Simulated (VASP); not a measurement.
Sb:

```
CELL_PARAMETERS angstrom
-1.87134 1.87134 1.87134
1.87134 -1.87134 1.87134
1.87134 1.87134 -1.87134
ATOMIC_POSITIONS crystal
Sb 0.00000 0.00000 0.00000
```

This isn't the form of Sb at room conditions, which is rhombohedral.

- Program: VASP 6.6.1
- Task: relaxation of cell and atoms
- Functional: LDA
- Potentials or basis: VASP PAW LDA potentials, release 64 (Sb)
- Cutoff: 600 eV
- k mesh: 8 × 8 × 8
- Occupations: fermi-dirac, width 0.05 eV
- Spin: no spin polarisation

At the start: pressure -2.1 GPa; volume 26.21 Å³/atom.

Task: How do energy, volume and symmetry change on relaxing?

Result: Over 3 steps the energy falls by 5.6 meV/atom and the volume is 25.40 Å³/atom (-3.1 %); space group Im-3m (No. 229, to 0.05 Å).

The path:
```
step  energy change (eV)  largest force (eV/Å)  pressure (GPa)  volume (Å³)
   1              0.0000                0.0000           -2.13        26.21
   2             -0.0034                0.0000            1.48        24.91
   3             -0.0056                0.0000           -0.01        25.40
```

Final structure:
```cif
data_structure
_symmetry_space_group_name_H-M 'P 1'
_symmetry_Int_Tables_number 1
_cell_length_a 3.2074
_cell_length_b 3.2074
_cell_length_c 3.2074
_cell_angle_alpha 109.471
_cell_angle_beta 109.471
_cell_angle_gamma 109.471
_cell_volume 25.40
loop_
_atom_site_label
_atom_site_type_symbol
_atom_site_fract_x
_atom_site_fract_y
_atom_site_fract_z
_atom_site_occupancy
Sb1 Sb 0.00000 0.00000 0.00000 1
```
